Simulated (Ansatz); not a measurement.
# AlN: the cost of one run

Method: DFT r2SCAN, scalar-relativistic, plane waves, PAW, in Ansatz 0.2.0.

### Step 1. The system as given

It takes space group P6_3mc (No. 186, hexagonal). Conventional cell: a = 3.111 Å, b = 3.111 Å, c = 4.978 Å, α = 90.00°, β = 90.00°, γ = 120.00°. Around Al (site symmetry 3m) lie 4 N at 1.89 to 1.92 Å. Around N (site symmetry 3m) lie 4 Al at 1.89 to 1.92 Å.

As a file:

```cif
data_structure
_symmetry_space_group_name_H-M 'P6_3mc'
_symmetry_Int_Tables_number 186
_cell_length_a 3.1110
_cell_length_b 3.1110
_cell_length_c 4.9780
_cell_angle_alpha 90.000
_cell_angle_beta 90.000
_cell_angle_gamma 120.000
_cell_volume 41.72
loop_
_atom_site_label
_atom_site_type_symbol
_atom_site_symmetry_multiplicity
_atom_site_Wyckoff_symbol
_atom_site_fract_x
_atom_site_fract_y
_atom_site_fract_z
_atom_site_occupancy
Al1 Al 2 b 0.33333 0.66667 0.00000 1
N1 N 2 b 0.33333 0.66667 0.38500 1
```

The cell is taken as given, not relaxed at this level.

### Step 2. The reference cell

The reference gives a free energy of -1856.9670 eV, pressure -0.60 GPa, largest force 0.194 eV/Å and gap on the mesh 4.80 eV. It was computed beforehand with the settings of the runs below.

### Step 3. The scan: rattled cells

All atoms are moved at random with no net shift, in some cells together with a random strain.

### Step 4. At rms move = 0.057 Å

Contents of input.yaml:

```yaml
crystal:
  lattice:
    - [3.1110021516, 0.0, 0.0]
    - [-1.5555010758, 2.6942068945, 0.0]
    - [0.0, 0.0, 4.978]
  atoms:
    - { symbol: Al, position: [0.3172574938, 0.6616665852, -0.0067688768] }
    - { symbol: Al, position: [0.6695472561, 0.3374501769, 0.4946692515] }
    - { symbol: "N", position: [0.3352791861, 0.671439505, 0.3805626799] }
    - { symbol: "N", position: [0.6779160639, 0.3294437329, 0.9015369454] }
basis:
  ecutwfc: 500
kpoints:
  mp_grid: { grid: [12, 12, 6] }
hamiltonian:
  xc: r2scan
scf:
  occupations: { method: gaussian, width: 0.05 }
output:
  forces: true
  stress: true
  eigenvalues: true
```

Started as:

```
$ ansatz run input.yaml --threads 2 --pin off --max-ram 5120MiB --backend cpu --events-out ev --progress --plain --runs-dir out
```

Q: Estimate wall time and peak memory on 2 threads of Oxide Virtual Turin-like (Zen 5), shared host.

About 12 s, with a peak of 0.74 GiB.
